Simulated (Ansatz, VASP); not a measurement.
## SnTe3 in VASP and in Ansatz

```
Te Sn
1.0
     0.00000    3.91203    3.91203
     3.91203    0.00000    3.91203
     3.91203    3.91203    0.00000
Te Sn
3 1
Direct
  0.50000 0.50000 0.50000
  0.75000 0.75000 0.75000
  0.25000 0.25000 0.25000
  0.00000 0.00000 0.00000
```

The cell comes from a database or a generator and needn't be the stable form of this composition.

Alike in both runs: task single point; functional PBE; k mesh 6 × 6 × 6; occupations fermi-dirac, width 0.05 eV; no spin polarisation.

|  | VASP | Ansatz |
| --- | --- | --- |
| version | VASP 6.6.1 | Ansatz 0.2.0 |
| potentials or method | VASP PAW PBE potentials, release 64 (Te, Sn_d) | Ansatz PAW |
| plane-wave cutoff (eV) | 520 | 420 |
| valence electrons in the cell | 32 | 62 |

VASP gave:

| Quantity | Value |
| --- | --- |
| gap on the k mesh at the Fermi level (eV) | none |
| pressure (GPa) | -1.7 |

Question: Estimate Ansatz's values.

Answer: gap on the k mesh at the Fermi level (eV): none; pressure (GPa): -1.6.

A gap of «none» marks a metal or a gap that the smearing closes. The two sets of potentials don't hold the same shells in valence.

Spin-orbit coupling is left out, which matters for the levels of Te.
